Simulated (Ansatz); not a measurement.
Cell and atoms are relaxed with the symmetry kept. Start:

```
B N
1.0
     0.00000    1.81300    1.81300
     1.81300    0.00000    1.81300
     1.81300    1.81300    0.00000
B N
1 1
Direct
  0.00000 0.00000 0.00000
  0.75000 0.75000 0.75000
```

All numbers below come from DFT PBE, scalar-relativistic, plane waves, PAW in Ansatz 0.2.0.

Settings: cutoff 420 eV, Γ-centred mesh 12×12×12 on the computed 2-atom cell, Gaussian smearing of 0.02 eV; no spin polarisation.

Question: What does it relax to?

Answer: The volume falls by 0.01 Å³/atom to 5.95 Å³/atom, and the energy changes by under 0.1 meV/atom. Final structure:
Space group F-43m (No. 216). a = 3.625 Å, b = 3.625 Å, c = 3.625 Å, α = 90.00°, β = 90.00°, γ = 90.00°
```csv
atom,site,symmetry,x,y,z
B,4a,-43m,0.0000,0.0000,0.0000
N,4c,-43m,0.2500,0.2500,0.2500
```